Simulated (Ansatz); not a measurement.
α-phase Li₃N, treated with PBE in Ansatz (plane waves, PAW).

Settings: plane-wave cutoff 520 eV, 12×12×10 k mesh (along the axes of the cell as run), Fermi–Dirac smearing 0.01 eV, scalar-relativistic PAW data made under PBE.

Computed at the level's own relaxed cell.

```
Li3N
1.0
    1.81701    -3.14715     0.00000
    1.81701     3.14715     0.00000
    0.00000     0.00000     3.86529
Li N
3 1
Direct
  0.33333   0.66667   0.00000
  0.66667   0.33333   0.00000
  0.00000   0.00000   0.50000
  0.00000   0.00000   0.00000
```

**Question.** List the 5 lowest band energies at Γ above −25 eV (eV, relative to the valence band maximum), grouping those that round alike.

**Answer.** At Γ: -11.48, -1.55, -0.21 (×2), 1.06.

Ansatz is an electronic-structure program.
